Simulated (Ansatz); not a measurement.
W: energy along a strain

W, Im-3m, a = 3.195 Å (as given, not relaxed at this level: -3.1 GPa). Ansatz: PBE, PAW, 420 eV, Γ-centred 20×20×20 mesh on 1 atom, Gaussian smearing 0.15 eV; no spin polarisation. Cell vectors (Å): -1.597 1.597 1.597; 1.597 -1.597 1.597; 1.597 1.597 -1.597. The cell is strained by x per cent times the pattern (0 0 0 0 1 0) in the order xx yy zz yz xz xy (engineering shears), with fractional coordinates held. y is the free energy over the start, V0 = 16.301 Å³/atom. Symmetry makes y even in x.

```
x (%) y (meV/atom)
-6.00             ?
-3.00          6.51
 0.00          0.00
 0.75          0.41
 1.50          1.64
 2.25          3.67
 3.75         10.14
 4.50         14.57
 5.25         19.80
```

Fit y = c2 x² + c4 x⁴ to the other rows, get the stiffness along the pattern, and predict the missing energy.

Least squares on the rows shown. y = 0.72486 x² − 0.00024275 x⁴. The clamped-ion stiffness p·C·p = 2 × 7.249 eV × 160.2 / 16.301 Å³ = 142 GPa, which is C55 in these axes (C44 of the cubic crystal) (second derivative at the start, which stands under stress). At x = -6.00 the fit asked for gives 25.78 meV/atom. The run gave 25.84 meV/atom, so the fit is 0.06 meV/atom too low, a small miss on the scale of the series.

Spin–orbit coupling is left out, which can shift energies with elements as heavy as these.